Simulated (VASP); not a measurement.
# Sn in VASP: the effect of strain

Crystal: Sn.

```
Sn
1.0
     0.29785   -3.67648   -0.10080
    -3.65570    0.29785    0.25032
     0.26075   -0.10500   -3.87430
Sn
2
Direct
  0.49617 0.50241 0.49967
  0.00383 0.99759 0.00033
```

The cell isn't the ideal one: strain = -0.04; cell sheared at random, sigma 0.1, atoms nudged by 0.01 Å.

Alike in all runs:

* Program: VASP 6.6.1
* Task: single point
* Functional: PBE
* Potentials or basis: VASP PAW PBE potentials, release 64 (Sn_d)
* Cutoff: 520 eV
* k mesh: 7 × 7 × 7
* Occupations: fermi-dirac, width 0.05 eV
* Spin: no spin polarisation
* Strain kind: uniaxial_z
* Further INCAR settings: ALGO = Fast; EDIFF = 1e-06; NBANDS = 21

```tsv
strain	pressure (GPa)
-0.04	5.4
-0.02	4.0
-0.01	3.3
0	2.8
0.01	2.2
0.02	1.7
0.04	?
```

Q: What does the run with strain 0.04 give?

A: Pressure 0.7 GPa.

Worked out: A parabola through the other rows of the pressure, of slope -39 GPa per unit of strain there, extrapolates to 0.8 GPa, against the run's 0.7.
